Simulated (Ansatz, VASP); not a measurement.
# KF: VASP beside Ansatz

POSCAR

```
KF
1.0
    0.0000000000      2.9354014290      2.9354014290
    2.9354014290      0.0000000000      2.9354014290
    2.9354014290      2.9354014290      0.0000000000
K F
1 1
Direct
    0.0000000000      0.0000000000      0.0000000000
    0.2500000000      0.2500000000      0.2500000000
```

The input INCAR.step1:

```
  PREC = Accurate
  ENCUT = 520
  EDIFF = 1E-5
  ISMEAR = 0
  SIGMA = 0.01
  LREAL = False
  LASPH = True
  NELM = 100
  ALGO = Normal
  ISIF = 2
  LWAVE = True
  NBANDS = 15
  GGA = PE
```

The input INCAR.step2:

```
  PREC = Accurate
  ENCUT = 520
  EDIFF = 1E-6
  ISMEAR = 0
  SIGMA = 0.01
  LREAL = False
  LASPH = True
  NELM = 100
  ALGO = Normal
  ISIF = 2
  LWAVE = False
  LCHARG = True
  GGA = PE
  LHFCALC = True
  HFSCREEN = 0.2079
  PRECFOCK = Normal
  LELF = True
  LVHAR = True
  NBANDS = 15
  ISTART = 1
```

The input KPOINTS:

```
regular mesh
0
Gamma
  4 4 4
```

Input for Ansatz:

```yaml
crystal:
  lattice:
    - [0.0, 2.935401429, 2.935401429]
    - [2.935401429, 0.0, 2.935401429]
    - [2.935401429, 2.935401429, 0.0]
  atoms:
    - { symbol: K, position: [0.0, 0.0, 0.0] }
    - { symbol: F, position: [0.25, 0.25, 0.25] }
kpoints:
  mp_grid: { grid: [4, 4, 4] }
hamiltonian:
  xc: hse06
scf:
  occupations: { method: fixed }
  n_extra_bands: 4
  exx: { q_mesh: [2, 2, 2] }
output:
  forces: true
  stress: true
  eigenvalues: true
```

Alike in both runs: task single point; functional HSE06; k mesh 4 × 4 × 4; no spin polarisation.

|  | VASP | Ansatz |
| --- | --- | --- |
| version | VASP 6.6.1 | Ansatz 0.2.0 |
| potentials or method | VASP PAW PBE potentials, release 64 (K_sv, F) | plane waves |
| plane-wave cutoff (eV) | 520 | 420 |
| occupations | gaussian, width 0.01 eV | fixed |
| valence electrons in the cell | 16 | 16 |

```csv
,VASP,Ansatz,Ansatz less VASP
gap on the k mesh at the Fermi level (eV),7.03,7.04,+0.013
pressure (GPa),0.5,0.4,-0.10
```

Ansatz warned: «exchange_mesh_not_taken_up».

Caveats: the k mesh is coarse (spacing up to 0.46 Å⁻¹), so the values aren't converged, least of all with exact exchange; the PAW data sets were made with another functional, which shifts forces and pressure a little (VASP). A k mesh can miss the band edges.
